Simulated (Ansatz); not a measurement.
The system is Si2Ni.

```
Ni Si
1.0
     0.00000    2.70300    2.70300
     2.70300    0.00000    2.70300
     2.70300    2.70300    0.00000
Ni Si
1 2
Direct
  0.00000 0.00000 0.00000
  0.75000 0.75000 0.75000
  0.25000 0.25000 0.25000
```

- Program: Ansatz 0.2.0
- Task: relaxation of cell and atoms
- Functional: BLYP
- Potentials or basis: Ansatz PAW
- Cutoff: 420 eV (not typed: the program's choice for these potentials)
- k mesh: 9 × 9 × 9
- Occupations: fermi-dirac, width 0.05 eV
- Spin: collinear spin, ferromagnetic start
- Starting moments: [1.0, 0.0, 0.0] μB

At the start: volume 13.17 Å³/atom.

Problem. How do energy, volume and symmetry change on relaxing?

Solution. It ends after 7 steps and the volume is 14.23 Å³/atom (+8.1 %); space group Fm-3m (No. 225, to 0.05 Å); moment 0.00 μB per cell.

Step by step:
| step | energy change (eV) | largest force (eV/Å) | volume (Å³) |
| --- | --- | --- | --- |
| 1 | 0.0000 | 0.0000 | 39.50 |
| 2 | -0.0779 | 0.0000 | 41.06 |
| 3 | -0.1017 | 0.0000 | 42.48 |
| 4 | -0.1020 | 0.0000 | 42.67 |
| 5 | -0.1036 | 0.0000 | 42.67 |
| 6 | -0.1036 | 0.0000 | 42.69 |
| 7 | -0.1036 | 0.0000 | 42.69 |

Final structure:
```xyz
3
Lattice="0.0000 2.7739 2.7739 2.7739 0.0000 2.7739 2.7739 2.7739 0.0000" Properties=species:S:1:pos:R:3 pbc="T T T"
Ni    0.0000    0.0000    0.0000
Si    4.1608    4.1608    4.1608
Si    1.3869    1.3869    1.3869
```

Caveat: the plane-wave basis is chosen anew once the cell has moved, so the energies of steps on either side of that aren't comparable; the PAW data sets come from PBE, with cores solved anew for the run's functional, which leaves a small shift of forces and pressure; the starting moments weren't kept.
